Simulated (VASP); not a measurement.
A run of VASP 6.6.1 is set up as follows.

The input INCAR:

```
SYSTEM = As
PREC     = Accurate       ! precision mode
ENCUT    = 600            ! plane-wave cutoff, eV
EDIFF    = 1E-6           ! SCF threshold, eV
ISMEAR   = -1             ! smearing method
SIGMA    = 0.05           ! smearing width, eV
LREAL    = .FALSE.        ! projectors in reciprocal space
LASPH    = .TRUE.         ! aspherical terms in the spheres
NELM     = 100            ! most SCF steps
ALGO     = Normal         ! electronic algorithm
ISIF     = 3              ! what is computed and relaxed
LWAVE    = .FALSE.        ! write WAVECAR
LCHARG   = .FALSE.        ! write CHGCAR
GGA      = PS             ! functional
IVDW     = 13             ! dispersion correction
IBRION   = 2              ! ionic algorithm
NSW      = 40             ! ionic steps
EDIFFG   = -0.01          ! ionic threshold
```

The input KPOINTS:

```
Automatic mesh
0
G
  10 10 10
  0 0 0
```

Contents of POSCAR:

```
As
1.0
    2.7036817444      0.0000000000      0.0000000000
    0.0000000000      2.7036817444      0.0000000000
    0.0000000000      0.0000000000      2.7036817444
As
1
Direct
    0.5000000000      0.5000000000      0.5000000000
```

Potentials or basis: VASP PAW PBE potentials, release 64 (As).

Command:

```sh
$ cat potpaw_PBE.64/As/POTCAR > POTCAR
$ mpirun -np 1 vasp_std > vasp.out
```

(1) Predict the relaxed volume.

(2) Estimate the band gap on the k mesh.

Results:

(1) 19.03 Å³/atom.

(2) none (metal or under the smearing width).

Caveat: the PAW data sets were made with another functional, which shifts forces and pressure a little; pairwise dispersion overbinds metals, which lowers pressure and volume.
